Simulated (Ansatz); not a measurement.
# Straining P

Method: DFT PBEsol, scalar-relativistic, plane waves, PAW in Ansatz. Settings: 420 eV cutoff, 22×22×22 k-mesh, Gaussian smearing of 0.10 eV, no spin polarisation.

Starting point, cell and atoms relaxed:

```
CELL_PARAMETERS angstrom
2.42161 0.00000 0.00000
0.00000 2.42161 0.00000
0.00000 0.00000 2.42161
ATOMIC_POSITIONS crystal
P 0.00000 0.00000 0.00000
```

Deformation: biaxial strain in the a-b plane, with the length and tilt of c and the atoms relaxed, all within the symmetry that the strain leaves. Energies are extrapolated to zero smearing.

A cell with an odd number of electrons and no spin polarisation is a metal by construction and may be lower with spin.

```
strain (%)  ΔE (meV/atom) a (Å) b (Å) c (Å)
      -3.0           30.4  2.349  2.349  2.435
      -2.0           13.3  2.373  2.373  2.429
      -1.0            3.2  2.397  2.397  2.424
      +0.0            0.0  2.422  2.422  2.422
      +1.0            3.4  2.446  2.446  2.418
      +2.0           12.7  2.470  2.470  2.414
      +3.0           27.1  2.494  2.494  2.411
```

Problem. What stiffness (1/V) d²E/dε² at zero strain does a cubic fit over all points give?

Solution. A cubic fit gives (1/V) d²E/dε² = 719 GPa at zero strain (twice the biaxial modulus).

Problem. How does the free axis c answer a small strain?

Solution. Between the innermost points its strain is -0.13 times the applied one.

This simple cubic form isn't the element's structure at ambient conditions.

Cost: 7 runs of about 4.3 core-minutes in all, on Arm Neoverse V1 (shared hosts).